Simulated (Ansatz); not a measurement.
# AlAs: the cost of one run

Program: Ansatz 0.2.0. Level of theory: DFT PBEsol, frozen-core PAW, scalar-relativistic unless said. These are calculated values, not measurements.

1 further run of the same task is left out (it didn't finish).

## Step 1: The system as given

It takes space group F-43m (No. 216, cubic). Conventional cell: a = 5.661 Å, b = 5.661 Å, c = 5.661 Å, α = 90.00°, β = 90.00°, γ = 90.00°. Al (site symmetry -43m) has 4 As at 2.45 Å as nearest neighbours. As (site symmetry -43m) is surrounded by 4 Al at 2.45 Å.

Structure file:

```xyz
2
Lattice="0.0000 2.8304 2.8304 2.8304 0.0000 2.8304 2.8304 2.8304 0.0000" Properties=species:S:1:pos:R:3 pbc="T T T"
Al    0.0000    0.0000    0.0000
As    4.2456    4.2456    4.2456
```

Cartesian axes are those of the input's lattice vectors. The structure goes back to a database entry.

## Step 2: Cell and atoms relaxed, PAW

The input, input.yaml:

```yaml
crystal:
  lattice:
    - [0.0, 2.8304, 2.8304]
    - [2.8304, 0.0, 2.8304]
    - [2.8304, 2.8304, 0.0]
  atoms:
    - { symbol: Al, position: [0.0, 0.0, 0.0] }
    - { symbol: As, position: [0.75, 0.75, 0.75] }
kpoints:
  mp_grid: { grid: [12, 12, 12] }
scf:
  occupations: { method: fermi_dirac, width: 0.08 }
hamiltonian:
  xc: pbesol
  pseudopotentials: { kind: paw }
relax:
  f_tol: 0.002
  max_steps: 80
  cell: {}
output:
  forces: true
  stress: true
```

On the command line:

```sh
$ ansatz run input.yaml --threads 1 --pin off --max-ram 3072MiB --backend cpu --events-out ev --progress --plain --runs-dir out
```

Q: Estimate wall time and peak memory on 1 thread of Intel Xeon 6975P-C (Granite Rapids), shared host.

About 7.9 s, with a peak of 0.39 GiB.
